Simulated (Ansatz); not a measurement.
# Nb wire along [100], 21 atoms a period: bands along the axis, part 2 of 2

Aim: is the Nb wire along [100], 21 atoms a period a metal or a semiconductor?

Ansatz 0.2.0; DFT PBE, plane waves, PAW; relaxation of a wire's period; PAW set soft_1 (the session's first sound run).

So far: The structure; The relaxed wire.

## (2) The relaxed wire (continued)

The steps of the relaxation:

```tsv
step	energy less that of the first step (eV)	largest force component (eV/Å)	pressure (GPa)	volume (Å³)
1	0.0000	1.4943	-4.70	926.45
2	-1.5155	0.5182	1.30	886.27
3	-1.7207	0.1597	-0.23	901.02
4	-1.7431	0.0853	-0.15	902.89
5	-1.7592	0.0365	-0.02	900.11
6	-1.7608	0.0081	-0.03	899.57
7*	-1.7594	0.0081	-0.03	899.57
```

Relaxation steps marked * repeat the geometry before them on a plane-wave basis chosen anew for their cell, so energy and pressure can jump there.

The run keeps the 16 symmetry operations that it works with, so distortions that break them were not tested.

```tsv
cell as run	before	after	change
c (Å)	3.310	3.214	-2.9 %
```

The atoms that moved most (Å, along periodic axes as changes of fractional coordinates times the final cell, across vacuum about the mean position):

```tsv
atom	dx	dy	dz	length
Nb16	0.015	0.197	0.000	0.197
Nb12	-0.015	0.197	0.000	0.197
Nb11	0.197	0.015	0.000	0.197
Nb10	0.197	-0.015	0.000	0.197
Nb15	-0.015	-0.197	0.000	0.197
Nb21	-0.197	0.015	0.000	0.197
Nb19	0.015	-0.197	0.000	0.197
Nb20	-0.197	-0.015	0.000	0.197
```

Numbers from this step:

- energy at zero smearing: -95580.3331 eV
- cell length along the wire: 3.214 Å

The cell's length comes to 3.214 Å with spin left out.

## (3) The perfect wire

This step: DFT PBE, plane waves, PAW; bands of a perfect wire; PAW set soft_1 (Ansatz 0.2.0).

At the relaxed period the bands are computed along the axis; those that cross an energy going forward count the channels that a perfect wire would open there.

Input file input.yaml:

```yaml
crystal:
  lattice:
    - [16.73, 0.0, 0.0]
    - [0.0, 16.73, 0.0]
    - [0.0, 0.0, 3.2139770217]
  atoms:
    - { symbol: Nb, position: [0.301914694, 0.301914694, 0.0] }
    - { symbol: Nb, position: [0.302276027, 0.5, 0.0] }
    - { symbol: Nb, position: [0.301914694, 0.698085306, 0.0] }
    - { symbol: Nb, position: [0.5, 0.302276027, 0.0] }
    - { symbol: Nb, position: [0.5, 0.5, 0.0] }
    - { symbol: Nb, position: [0.5, 0.697723973, 0.0] }
    - { symbol: Nb, position: [0.698085306, 0.301914694, 0.0] }
    - { symbol: Nb, position: [0.697723973, 0.5, 0.0] }
    - { symbol: Nb, position: [0.698085306, 0.698085306, 0.0] }
    - { symbol: Nb, position: [0.214994589, 0.400203637, 0.5] }
    - { symbol: Nb, position: [0.214994589, 0.599796363, 0.5] }
    - { symbol: Nb, position: [0.400203637, 0.214994589, 0.5] }
    - { symbol: Nb, position: [0.401319314, 0.401319314, 0.5] }
    - { symbol: Nb, position: [0.401319314, 0.598680686, 0.5] }
    - { symbol: Nb, position: [0.400203637, 0.785005411, 0.5] }
    - { symbol: Nb, position: [0.599796363, 0.214994589, 0.5] }
    - { symbol: Nb, position: [0.598680686, 0.401319314, 0.5] }
    - { symbol: Nb, position: [0.598680686, 0.598680686, 0.5] }
    - { symbol: Nb, position: [0.599796363, 0.785005411, 0.5] }
    - { symbol: Nb, position: [0.785005411, 0.400203637, 0.5] }
    - { symbol: Nb, position: [0.785005411, 0.599796363, 0.5] }
kpoints:
  mp_grid: { grid: [1, 1, 25] }
  band_path: { path: ["Γ", Z], npoints: 90 }
scf:
  occupations: { method: fermi_dirac, width: 0.05 }
hamiltonian:
  xc: pbe
  pseudopotentials: { kind: paw, azcp: { folder: soft_1 } }
output:
  dos: { e_range: [-5, 4] }
  write_potential: true
  write_density: true
  volumetric_format: npy
```

The run is started by

```sh
$ ansatz run input.yaml --threads 4 --pin off --max-ram 16384MiB --backend cpu --events-out ev --progress --plain --runs-dir out
```

Numbers of over 12 decimals in the logs are rounded to 6 here.

The log of the run:

```text
[...]
Crystal: 21 atoms, lattice volume = 899.569 Å³
Basis set: ecut = 420 eV, 17627 PW (Γ)
Bands: 164, of which v1, the nominal top of the filled ones, is band 137 counted from 1 (136 counted from 0)
Symmetry: 16 space group operations
[...]
k-points: 13 of 25
[...]
SCF iter   1: F=—  HF=-95607.523865 eV  |F-HF|=—  |Δ(HF+E_count)|=         —  Δρ=6.31e-2  dr2=3.12e2  ethr=3.10e-3  ⟨swp⟩=10.3  Hψ=10318  notcnv=0  defer=15
[...]
SCF iter  12: F=-95580.472765 eV  HF=-95580.472765 eV  |F-HF|=5.53e-9  |Δ(HF+E_count)|=   4.95e-8  Δρ=9.95e-7  dr2=1.99e-8  ethr=3.66e-11  ⟨swp⟩=17.8  Hψ=7889  notcnv=0
SCF 1 converged in 12 iterations: F = -95580.472765 eV  dr2 = 1.99e-8
[...]
NSCF: frozen V_eff on 91 k-points
WARN: The output density's exchange-correlation potential varies sharply where the density is thin. Do not read a vacuum level from v_tot or v_xc, or from such a field of the output density. On a cell that repeats whose density bears no net charge and no dipole along the vacuum's axis use v_es (v_loc + v_h of the components); under efield.dipole_correction with no amplitude use v_es + v_field, which holds any externa [...]
SCF converged after 12 iterations
Free energy (F): -95580.472765 eV
[...]
Internal energy: -95580.194220 eV  (E = F + TS)
E sigma→0 (E₀):  -95580.333493 eV
Entropy (-TS):   -0.278545 eV (-13.264 meV/atom)
Fermi energy:    5.468926 eV
[...]
--- Band table (eV; the first three rows and the last of 13) ---
  k-point 0: bands = [... 133 lower, 5.3997, 5.3997, 5.4664, 5.5243, 5.5706, 5.7182, 5.7182, 5.8438, ... 23 higher]
  k-point 1: bands = [... 133 lower, 5.4384, 5.4579, 5.4579, 5.5374, 5.5863, 5.7432, 5.7432, 5.8333, ... 23 higher]
  k-point 2: bands = [... 133 lower, 5.4760, 5.4796, 5.4863, 5.4863, 5.7064, 5.7326, 5.8263, 5.8263, ... 23 higher]
  k-point 12: bands = [... 133 lower, 5.5003, 5.5873, 5.7213, 5.7583, 5.7644, 5.7644, 5.8122, 5.9015, ... 23 higher]
```

The job ended after 4.9 min (4 threads of Arm Neoverse V1, shared host; peak memory 6.9 GiB; 19 min of CPU time).

In the SCF lines HF is the Harris–Foulkes energy and dr2 the Hartree energy of the density residual, in eV; the loop may stop once dr2 is under the threshold and the program's other checks hold. Hψ counts applications of the Hamiltonian.

This step gave:

```yaml
energy_at_zero_smearing: -95580.3335 eV
band_gap: 0 eV
```

The electronic bands at the labelled points (eV, zero at the Fermi level; # counts the bands kept):

```tsv
point	#49	#50	#51	#52	#53	#54	#55	#56
Γ	-0.08	-0.07	-0.07	0.00	0.06	0.10	0.25	0.25
halfway	-0.48	-0.39	-0.39	-0.17	-0.16	-0.15	-0.13	-0.13
Z	0.04	0.04	0.13	0.25	0.31	0.31	0.32	0.36
```

Between Γ and Z the bands cross the Fermi level 24 times, so a perfect wire would conduct at least 24 G₀, with spin left out.

## (4) Results

| Quantity | Value |
| --- | --- |
| cell length, PBE | 3.214 Å |
| ballistic conductance by band crossings, a lower bound, PBE | 24 G₀ |

Under PBE the cell's length is 3.21 Å, and the bands cross the Fermi level 24 times between Γ and Z, which gives a perfect wire at least 24 G₀ (opposite crossings within one step of the path cancel in such a count). No spin was allowed, though thin wires with open d shells can turn magnetic.

[Logs are printed without paths, hosts, clocks, repeated set-up lines and the standing remarks that a program may print on its own settings, such as how far it seeks lower states.]

[Hosts, paths, dates, database ids (printed as entryN), source tags and the programs' standing remarks are cut or masked in the printed files.]
